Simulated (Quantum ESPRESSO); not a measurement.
C: zone-centre phonons and dielectric response under several settings

```
C
1.0
     0.00000    1.78337    1.78337
     1.78337    0.00000    1.78337
     1.78337    1.78337    0.00000
C
2
Direct
  0.75000 0.75000 0.75000
  0.50000 0.50000 0.50000
```

This isn't the form of C at room conditions, which is graphite.

All runs used Quantum ESPRESSO 7.5; potentials PseudoDojo 0.4.1 SR LDA standard; k mesh 13 × 13 × 13; no spin polarisation; cutoff 1116 eV; occupations smeared at first, fixed for the response.

```tsv
level	geometry	volume (Å³/atom)	pressure (GPa)	lowest optical mode without the field (cm⁻¹)	ε∞ (mean)
LDA	relaxed cell	?	-0.1	?	?
LDA	given cell, atoms relaxed	5.67	-11.2	1289	5.74
```

Question: What stands in the row left open?

Answer: Volume 5.53 Å³/atom; lowest optical mode without the field 1322 cm⁻¹; ε∞ 5.70.

Caveats: this smearing can shift energies of a crystal with a gap; on a mesh that holds Γ this program's dielectric tensor can be off by some percent beyond the error of the mesh; the cell is more than 3 GPa from zero pressure, which shifts response properties (some runs).

For the row left open. Caveat: this smearing can shift energies of a crystal with a gap; on a mesh that holds Γ this program's dielectric tensor can be off by some percent beyond the error of the mesh.
